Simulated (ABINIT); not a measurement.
InAs, 2 atoms in the cell. It takes space group F-43m (No. 216, cubic). Conventional cell: a = 6.036 Å, b = 6.036 Å, c = 6.036 Å, α = 90.00°, β = 90.00°, γ = 90.00°. Around In (site symmetry -43m) lie 4 As at 2.61 Å. As (site symmetry -43m) has 4 In at 2.61 Å as nearest neighbours. 

| Quantity | Value |
| --- | --- |
| Program | ABINIT 10.8.3 (patched build) |
| Task | single point |
| Functional | LDA |
| Potentials or basis | HGH LDA semicore |
| Cutoff | 544 eV |
| k mesh | 6 × 6 × 6 |
| Occupations | fermi-dirac, width 0.05 eV |
| Spin | no spin polarisation |

Potentials or basis: HGH LDA semicore.

Run with:

```sh
$ abinit run.abi > log 2>&1
```

Hardware: 1 thread of Arm Neoverse V1, on a shared host.

Task: How long does it take, and how much memory?

Result: Wall time 11 s on 1 thread of Arm Neoverse V1 (shared host), peak memory 0.06 GiB. Counts: scf iterations 10, mpi ranks 1, k points 16, bands 13, plane waves 1600.
